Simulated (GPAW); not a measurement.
The system is AgBr.

```
CELL_PARAMETERS angstrom
0.00000 2.87015 2.87015
2.87015 0.00000 2.87015
2.87015 2.87015 0.00000
ATOMIC_POSITIONS crystal
Ag 0.00000 0.00000 0.00000
Br 0.50000 0.50000 0.50000
```

```yaml
Program: GPAW 26.7.0
Task: relaxation of cell and atoms
Functional: BLYP
Dispersion: D4
Potentials_or_basis: PAW data sets generated in the run's folder for this functional
Cutoff: 600 eV
Basis: pw
k_mesh: 8 × 8 × 8
Occupations: fermi-dirac, width 0.05 eV
Spin: no spin polarisation
```

At the start: pressure 1.4 GPa; volume 23.64 Å³/atom.

Question: How do energy, volume and symmetry change on relaxing?

Answer: Over 3 steps the energy falls by 3.1 meV/atom and the volume is 24.31 Å³/atom (+2.8 %); space group Fm-3m (No. 225, to 0.05 Å).

Step by step:
| step | energy change (eV) | largest force (eV/Å) | pressure (GPa) | volume (Å³) |
| --- | --- | --- | --- | --- |
| 1 | 0.0000 | 0.0000 | 1.42 | 47.29 |
| 2 | -0.0018 | 0.0000 | 1.18 | 47.50 |
| 3 | -0.0062 | 0.0000 | 0.05 | 48.62 |

Final structure:
```
Ag Br
1.0
     0.00000    2.89678    2.89678
     2.89678    0.00000    2.89678
     2.89678    2.89678    0.00000
Ag Br
1 1
Direct
  0.00000 0.00000 0.00000
  0.50000 0.50000 0.50000
```

Caveat: later steps reuse the first step's grids.
